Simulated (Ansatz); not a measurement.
## TaN: energy along a strain

TaN, P-6m2, a = 2.938 Å, c = 2.883 Å (as given, not relaxed at this level: -0.2 GPa). This isn't the usual stable structure of the compound. Ansatz: r2SCAN, PAW, 500 eV, Γ-centred 18×18×16 mesh on 2 atoms, Gaussian smearing 0.15 eV; no spin polarisation. Cell vectors (Å): 2.938 0.000 0.000; -1.469 2.544 0.000; 0.000 0.000 2.883. The cell is strained by x per cent times the pattern (1 -1 0 0 0 0) in the order xx yy zz yz xz xy (engineering shears), with fractional coordinates held. y is the free energy over the start, V0 = 10.776 Å³/atom.

| x (%) | y (meV/atom) |
| --- | --- |
| -4.00 | ? |
| -3.00 | 29.98 |
| -2.00 | 12.96 |
| -1.00 | 3.16 |
| 0.00 | 0.00 |
| 1.00 | 3.11 |
| 2.00 | 12.58 |
| 3.00 | 28.45 |
| 3.50 | 38.79 |
| 4.00 | 50.73 |

Fit y = c2 x² + c3 x³ to the other rows, get the stiffness along the pattern, and predict the missing energy.

Least squares on the rows shown. y = 3.2478 x² − 0.022075 x³. The clamped-ion stiffness p·C·p = 2 × 32.48 eV × 160.2 / 10.776 Å³ = 966 GPa. At x = -4.00 the fit asked for gives 53.38 meV/atom. The run gave 54.54 meV/atom, so the fit is 1.16 meV/atom too low, 2.1 % of the span of the series, against an rms of 0.16 meV/atom on the fitted rows. The row lies outside the fitted range. With a term in x⁴ added, a fit to the same known rows predicts 54.43 meV/atom, so most of the miss is curvature that the known rows already hold.

Spin–orbit coupling is left out, which can shift energies with elements as heavy as these.